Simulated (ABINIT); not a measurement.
ZnS (Wurtzite-2H):

```xyz
4
Lattice="3.8110 0.0000 0.0000 -1.9055 3.3004 0.0000 0.0000 0.0000 6.2340" Properties=species:S:1:pos:R:3 pbc="T T T"
Zn    1.9055    1.1001    3.1170
Zn    0.0000    2.2003    0.0000
S     1.9055    1.1001    5.5171
S     0.0000    2.2003    2.4001
```

Base run:

```yaml
Program: ABINIT 10.8.3 (patched build)
Functional: LDA
Potentials_or_basis: JTH PAW PBE v2.0
Cutoff: 707 eV
k_mesh: 8 × 8 × 5
Occupations: fermi-dirac, width 0.05 eV
Spin: no spin polarisation
```

Its results: band gap on the k mesh 1.98 eV, direct; pressure -3.9 GPa; largest force 0.296 eV/Å.

Q: After a change of settings the same cell gave: band gap on the k mesh 2.07 eV, direct; pressure -1.3 GPa; largest force 0.309 eV/Å. Which change was it?
A. functional from LDA to WC
B. functional from LDA to BLYP
C. functional from LDA to revPBE
D. functional from LDA to RPBE

A: A.

WC binds less tightly than LDA, so the same cell stands under more pressure.

Caveats: the PAW data sets were made with another functional, which shifts forces and pressure a little.
